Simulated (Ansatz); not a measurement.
## AgCl (Fm-3m): spin-orbit coupling beyond the local functionals

Aim: the spin-orbit change of the gap of AgCl (Fm-3m).

Program: Ansatz 0.2.0. Level of theory: density functionals with and without spin-orbit coupling, plane waves, PAW. Results are calculated unless marked as measured.

## Step 1: The starting structure

The structure is cubic, space group Fm-3m (No. 225). Conventional cell: a = 5.545 Å, b = 5.545 Å, c = 5.545 Å, α = 90.00°, β = 90.00°, γ = 90.00°. Ag has 6 Cl at 2.77 Å nearest. Nearest to Cl lie 6 Ag at 2.77 Å. Farther neighbours and most contacts between anions are not listed.

The cell and positions are those that the Materials Project relaxed with its own functionals (PBE, PBE+U or r2SCAN), kept fixed. The default PAW set here is soft_2. Its files were made with PBE.

## Step 2: HSE06, 4×4×4 mesh

This step: DFT, HSE06, plane waves, PAW.

Contents of input.yaml:

```yaml
crystal:
  lattice:
    - [0.0, 2.7726629968, 2.7726629968]
    - [2.7726629968, 0.0, 2.7726629968]
    - [2.7726629968, 2.7726629968, 0.0]
  atoms:
    - { symbol: Ag, position: [0.0, 0.0, 0.0] }
    - { symbol: Cl, position: [0.5, 0.5, 0.5] }
kpoints:
  mp_grid: { grid: [4, 4, 4] }
  band_path:
    path:
      - [0.0, 0.0, 0.0]
      - [0.5, 0.0, 0.5]
      - [0.625, 0.25, 0.625]
      - [0.375, 0.375, 0.75]
      - [0.5, 0.5, 0.5]
      - [0.5, 0.25, 0.75]
      - [0.0375, 0.0375, 0.075]
    npoints: 1
hamiltonian:
  xc: hse06
scf:
  occupations: { method: fixed }
  n_extra_bands: 4
output:
  eigenvalues: true
```

Started as:

```bash
> ansatz run input.yaml --threads 3 --pin off --max-ram 92160MiB --backend cuda --events-out ev --progress --plain --runs-dir out --devices 1 --max-vram 13GiB
```

Numbers of over 12 decimals in the logs are rounded to 6 here.

The log of the run:

```text
scf.n_extra_bands = 4 over 13 filled bands (N_el = 26.0): the run solves 17 bands
GPUs: using 1 of 1 available (devices: 1).
Engine: ansatz 0.2.0, x86_64-unknown-linux-gnu
Pseudopotentials: kind: paw
Pseudopotential: Ag, paw, valence charge 19, recommended cutoff 420 eV (normal), Ag.paw.azcp
Pseudopotential: Cl, paw, valence charge 7, recommended cutoff 420 eV (normal), Cl.paw.azcp
Functional definition: HSE06
  parameter a = 0.25
  parameter omega = 0.11/bohr
  exchange = pbe_x - a*pbe_x_sr(omega) + a*exact_x_sr(omega)
  correlation = pbe_c
davidson cushion auto → on  (no smearing: the cushion is to keep the highest requested band from converging to the state above it; pin scf.eigensolver.cushion to override)
device memory: the entry about to start is reckoned to put 0.8 GiB on a device that reports 37.4 GiB free (of which the cap on the GPU budget leaves the run 13.0 GiB)
GPU FFT provider: cuFFT
GPU libraries: cuBLAS 13.8.2, cuFFT 12.4.0, cuSOLVER 12.3.4
Crystal: 2 atoms, lattice volume = 42.631 Å³
Basis set: ecut = 420 eV, 869 PW (Γ)
Bands: 17, of which v1, the nominal top of the filled ones, is band 13 counted from 1 (12 counted from 0)
Symmetry: 48 space group operations
Space group: Fm-3m (ITA 225), of the structure as read, at distance tolerance 3.5e-5 Å
k-points: 8 of 64
Non-local potential: Ag, projectors of the file, l = 0: 3, l = 1: 2, l = 2: 2, l = 3: 1
Non-local potential: Cl, projectors of the file, l = 0: 2, l = 1: 2, l = 2: 2
PAW form: soft (Blöchl's): semilocal exchange-correlation on the pseudo side does not see the compensation charge
PAW frozen core: Ag, regenerated for the run's functional, and the local potential with it (the file was generated under x = pbe(κ = 0.804, μ = 0.219515), c = pbe(β = 0.066725))
PAW frozen core: Cl, regenerated for the run's functional, and the local potential with it (the file was generated under x = pbe(κ = 0.804, μ = 0.219515), c = pbe(β = 0.066725))
PAW one-centre angular grid: Ag, 590 points (default); XC on 96 Gauss nodes
PAW one-centre angular grid: Cl, 110 points (default); XC on 64 Gauss nodes
Initial density: superposition of atomic densities (neutral atoms: chi_scale 0, normalization atom), corrected by the library's trained network
Initial wavefunctions: pseudopotential atomic-orbital guess
GPU buffer pool allocated for 19683 grid points (all kernels)
GPU transforms: local potential and band sums: pruned to the plane-wave sphere, on 25×27×27
Functional: x = pbe(κ = 0.804, μ = 0.219515), c = pbe(β = 0.066725), warm-up for x = pbe(κ = 0.804, μ = 0.219515) + 0.25 (exact − pbe) at short range (hse, ω = 0.207870 Å⁻¹), c = pbe(β = 0.066725); HSE06 as pw.x's `hse` composes it (authors' and Libxc's form: `xc: wpbeh`)
[...]
hybrid outer 1: dexx = +8.781e-3 eV, tail = 1.70e-5 eV
GPU FFT provider: cuFFT
GPU libraries: cuBLAS 13.8.2, cuFFT 12.4.0, cuSOLVER 12.3.4
GPU buffer pool allocated for 19683 grid points (all kernels)
GPU transforms: local potential and band sums: pruned to the plane-wave sphere, on 25×27×27
Exchange kernel: α = 0.2500, screened, ω = 0.2079 Å⁻¹, Wigner–Seitz truncation, v(0) = 1023.9280 eV·Å³, q-mesh 4×4×4, nearest image of the exchange supercell L = 15.68 Å, pair-density grid 15×15×15, without the augmentation charges, whose exchange is taken in its separable form by FFT convolution over the k-point mesh (sized by the pseudopotential files, 24×24×24 at the most), smooth part of the exact exchange by density-matrix convolution in up to 1.04 GiB of GPU memory as planned if the GPU has room (build and FFT work areas not counted)
Frozen-core exchange: fock
SCF iter   1: F=—  HF=-8675.050684 eV  |F-HF|=—  |Δ(HF+E_count)|=         —  Δρ=4.94e-5  dr2=2.64e-7  ethr=3.26e-7  ⟨swp⟩=3.0  Hψ=355  notcnv=0
preconditioner: auto → none  [insulator: Δε(μ)=2.417 eV  Ē_g=12.924 eV  n_scr=14 (ndim 8)  ℏωp=24.1 eV  f_vac=0.039]
SCF iter   2: F=-8675.050684 eV  HF=-8675.050684 eV  |F-HF|=4.61e-9  |Δ(HF+E_count)|=   4.13e-8  Δρ=1.75e-5  dr2=5.26e-8  ethr=9.84e-10  ⟨swp⟩=3.0  Hψ=388  notcnv=0
SCF 3 converged in 2 iterations: F = -8675.050684 eV  dr2 = 5.26e-8
hybrid outer 2: dexx = +1.886e-7 eV, tail = 1.36e-7 eV, Δε = 1.47e-3 eV (about 1.36e-4 eV left of the loop's levels)
device memory: the entry about to start is reckoned to put 0.3 GiB on a device that reports 27.7 GiB free (of which the cap on the GPU budget leaves the run 13.0 GiB)
NSCF: frozen V_eff on 7 k-points
hybrid SCF converged: 2 outer / 8 inner (+3 warm-up), last move |dexx| = 1.89e-7 eV, tail = 1.36e-7 eV
Stability not checked: this state was not tested for a lower state beside it, because the functional holds exact exchange (a hybrid, or Hartree-Fock), whose exchange loop this test does not read (fock_operator; see scf.lower_state_search)
Free energy (F): -8675.050684 eV
Frozen-core exchange: fock
Harris-Foulkes:  -8675.050684 eV  (|F-HF|=4.61e-9)
Internal energy: -8675.050684 eV  (E = F + TS)
E sigma→0 (E₀):  -8675.050684 eV
Fermi energy:    7.082237 eV
--- Per-component energies (eV) ---
  E_band       = -416.570225
  E_kinetic    = 690.862833
  E_local      = -3217.138273  (includes V_loc(G=0)·N_el)
  E_nonlocal   = 114.060707
  E_hartree    = 1415.228519
  E_xc         = -231.971517
  E_vxc        = -281.058191  (∫ρ·V_xc dr)
  E_exx        = -95.663197  (= α·E_x^exact, valence–valence)
  E_paw        = -4532.739927  (= ΣΔE_a)
  E_vpaw       = -362.420480  (= ΣTr[D̂ρ^β])
  E_aug_tail   = 0.000410  (compensation charges beyond the density's cutoff)
  E_ewald      = -2817.000242
  E_core_change = -0.689996  (= ΣΔE_core)
  E_smearing   = -0.000000  (= −TS)
  E_closure    = -0.000000  (closes the sum)
  Σ components = -8675.050684   (vs F -8675.050684, Δ=1.82e-12)
--- Band table (eV; the first three rows and the last of 8) ---
  k-point 0: bands = [... 9 lower, 4.2171, 4.8572, 4.8572, 4.8572, 9.4992, 19.4300, 19.4300, 19.4300]
  k-point 1: bands = [... 9 lower, 4.3940, 4.8182, 6.2482, 6.2482, 11.5413, 16.4874, 17.8954, 17.8954]
  k-point 2: bands = [... 9 lower, 4.5794, 5.0197, 7.0822, 7.0822, 12.7232, 15.5649, 16.3321, 16.3321]
  k-point 7: bands = [... 9 lower, 4.7016, 4.7794, 4.7794, 5.8119, 12.9608, 16.5071, 16.5071, 16.7724]
```

The job ended after 13 s (1 × NVIDIA H100 80GB HBM3 (shared by 6 runs) with 3 threads of AMD EPYC 7R13 (Zen 3), shared host; peak memory 1 GiB).

Numbers from this step:

```yaml
gap: 2.417 eV
valence_top_at: L
conduction_bottom_at: Γ
least_direct_gap: 4.551 eV
exact_exchange_fraction: 0.25
```

The gap is indirect, with the least direct gap 2.13 eV higher.

## Step 3: HSE06+SOC, 4×4×4 mesh

Spin-orbit coupling can split or shift the edges; a non-collinear run measures by how much.

This step: DFT, HSE06 with spin-orbit coupling, plane waves, PAW.

Changes to input.yaml since step 2:

```diff
@@ -23,4 +23,7 @@
 scf:
-  occupations: { method: fixed }
-  n_extra_bands: 4
+  occupations: { method: fermi_dirac, width: 0.02 }
+  n_extra_bands: 8
+magnetization:
+  noncollinear: true
+  spin_orbit: true
 output:
```

The log of the run:

```text
[...]
GPUs: using 1 of 1 available (devices: 1).
[...]
non-collinear run that drives no moment, with spin-orbit: no starting moment large enough to seed its density (crystal.atoms[].spin), no starting occupations that ask for one, no magnetisation constraint and no magnetic field, so the semilocal B_xc is pinned to zero
[...]
GPU FFT provider: cuFFT
GPU libraries: cuBLAS 13.8.2, cuFFT 12.4.0, cuSOLVER 12.3.4
Crystal: 2 atoms, lattice volume = 42.631 Å³
Basis set: ecut = 420 eV, 869 PW (Γ)
Bands: 34, of which v1, the nominal top of the filled ones, is band 26 counted from 1 (25 counted from 0)
Symmetry: 48 space group operations + 48 with time reversal
[...]
k-points: 8 of 64
Projection manifold: j_resolved (fully-relativistic pseudo-atomic orbitals)
[...]
GPU buffer pool allocated for 19683 grid points (all kernels)
[...]
SCF iter   1: F=—  HF=-8673.837313 eV  |F-HF|=—  |Δ(HF+E_count)|=         —  Δρ=6.13e-2  dr2=1.97e0  dr2_m=0.00e0 (ungated)  ethr=1.00e-1  |M|=0.00e0 ∫|m|=0.00e0 μB  |m|>n=0.0e0 m-floor=0.0e0 τ_xc=0.0e0  β_m=0.30  ⟨swp⟩=5.6  Hψ=888  notcnv=0
[...]
SCF iter   5: F=-8673.228347 eV  HF=-8673.228345 eV  |F-HF|=1.81e-6  |Δ(HF+E_count)|=   1.13e-4  Δρ=1.25e-4  dr2=5.45e-6  dr2_m=0.00e0 (ungated)  ethr=9.10e-7  |M|=0.00e0 ∫|m|=0.00e0 μB  |m|>n=0.0e0 m-floor=0.0e0 τ_xc=0.0e0  ⟨swp⟩=3.4  Hψ=600  notcnv=0
SCF 1 stopped early in 5 iterations: F = -8673.228347 eV  dr2 = 5.45e-6
[...]
GPU FFT provider: cuFFT
GPU libraries: cuBLAS 13.8.2, cuFFT 12.4.0, cuSOLVER 12.3.4
Projection manifold: j_resolved (fully-relativistic pseudo-atomic orbitals)
[...]
GPU buffer pool allocated for 19683 grid points (all kernels)
[...]
Frozen-core exchange: fock
SCF iter   1: F=—  HF=-8674.040407 eV  |F-HF|=—  |Δ(HF+E_count)|=         —  Δρ=9.27e-3  dr2=3.80e-2  dr2_m=0.00e0 (ungated)  ethr=2.09e-7  |M|=0.00e0 ∫|m|=0.00e0 μB  |m|>n=0.0e0 m-floor=0.0e0 τ_xc=0.0e0  β_m=0.30  ⟨swp⟩=6.5  Hψ=1306  notcnv=0
[...]
SCF iter   6: F=-8674.037573 eV  HF=-8674.037573 eV  |F-HF|=5.30e-7  |Δ(HF+E_count)|=   3.19e-6  Δρ=3.41e-5  dr2=1.08e-6  dr2_m=0.00e0 (ungated)  ethr=3.64e-8  |M|=0.00e0 ∫|m|=0.00e0 μB  |m|>n=0.0e0 m-floor=0.0e0 τ_xc=0.0e0  ⟨swp⟩=3.0  Hψ=532  notcnv=0
SCF 2 stopped early in 6 iterations: F = -8674.037573 eV  dr2 = 1.08e-6
hybrid outer 1: dexx = +8.839e-3 eV, tail = 1.81e-5 eV
GPU FFT provider: cuFFT
GPU libraries: cuBLAS 13.8.2, cuFFT 12.4.0, cuSOLVER 12.3.4
Projection manifold: j_resolved (fully-relativistic pseudo-atomic orbitals)
GPU buffer pool allocated for 19683 grid points (all kernels)
[...]
Frozen-core exchange: fock
SCF iter   1: F=—  HF=-8674.037615 eV  |F-HF|=—  |Δ(HF+E_count)|=         —  Δρ=4.72e-5  dr2=3.85e-7  dr2_m=0.00e0 (ungated)  ethr=3.49e-7  |M|=0.00e0 ∫|m|=0.00e0 μB  |m|>n=0.0e0 m-floor=0.0e0 τ_xc=0.0e0  β_m=0.30  ⟨swp⟩=3.4  Hψ=668  notcnv=0
[...]
SCF iter   2: F=-8674.037615 eV  HF=-8674.037615 eV  |F-HF|=3.83e-8  |Δ(HF+E_count)|=   1.15e-7  Δρ=2.75e-5  dr2=7.59e-8  dr2_m=0.00e0 (ungated)  ethr=1.22e-9  |M|=0.00e0 ∫|m|=0.00e0 μB  |m|>n=0.0e0 m-floor=0.0e0 τ_xc=0.0e0  ⟨swp⟩=3.0  Hψ=618  notcnv=0
SCF 3 converged in 2 iterations: F = -8674.037615 eV  dr2 = 7.59e-8
[...]
NSCF: frozen V_eff on 7 k-points
[...]
Magnetization: |M| = 0.0000 μB,  M = (+0.0000, +0.0000, +0.0000) μB
Absolute magnetization: 0.0000 μB (∫|m|)
  site 0: m = (+0.0000, +0.0000, +0.0000) μB, |m| = 0.0000 μB  (R = 1.14 Å)
  site 1: m = (+0.0000, +0.0000, +0.0000) μB, |m| = 0.0000 μB  (R = 1.14 Å)
Free energy (F): -8674.037615 eV
Frozen-core exchange: fock
[...]
Internal energy: -8674.037615 eV  (E = F + TS)
E sigma→0 (E₀):  -8674.037615 eV
Fermi energy:    8.324541 eV
[...]
--- Band table (eV; the first three rows and the last of 8) ---
  k-point 0: bands = [... 22 lower, 4.9122, 4.9122, 4.9122, 4.9122, 9.4993, 9.4993, 19.4069, 19.4069, ... 4 higher]
  k-point 1: bands = [... 22 lower, 6.2586, 6.2586, 6.2786, 6.2786, 11.5404, 11.5404, 16.4773, 16.4773, ... 4 higher]
  k-point 2: bands = [... 22 lower, 7.0856, 7.0856, 7.1181, 7.1181, 12.7158, 12.7158, 15.5657, 15.5657, ... 4 higher]
  k-point 7: bands = [... 22 lower, 4.9708, 4.9708, 5.8501, 5.8501, 12.9612, 12.9612, 16.4634, 16.4634, ... 4 higher]
```

It took 22 s on 1 × NVIDIA H100 80GB HBM3 (shared by 6 runs) with 3 threads; peak memory 1.1 GiB.

Numbers from this step:

```
gap                     : 2.381 eV
valence top at          : L
conduction bottom at    : Γ
least direct gap        : 4.526 eV
exact-exchange fraction : 0.25
```

The gap stands −0.04 eV against HSE06.

## Step 4: Together

Times are wall times on 1 × NVIDIA H100 80GB HBM3 (shared by 6 runs) with 3 threads of AMD EPYC 7R13 (Zen 3), shared host, good to a factor of about two.

| level | gap (eV) | with coupling (eV) | change (eV) | time | with coupling |
| --- | --- | --- | --- | --- | --- |
| HSE06 | 2.42 | 2.38 | −0.04 | 13 s | 22 s |

## Step 5: Results

| Property | Result |
| --- | --- |
| HSE06 | 2.42 eV |
| HSE06+SOC | 2.38 eV |

**Reading.** Spin-orbit coupling changes the gap by −0.04 eV and the least direct gap by −0.02 eV.

[Paths, hosts, dates, memory and timing lines, banners, echoed tables and standing remarks are left out of the program output.]

[Logs are printed without paths, hosts, clocks, repeated set-up lines and the standing remarks that a program may print on its own settings, such as how far it seeks lower states.]

[Runs of the session that timed out or met a known fault of the program may be left out.]

[Cells called generated may have been cut or substituted from an entry of the Crystallography Open Database or the Materials Project.]

[Hosts, paths, dates, database ids (printed as entryN), source tags and the programs' standing remarks are cut or masked in the printed files.]
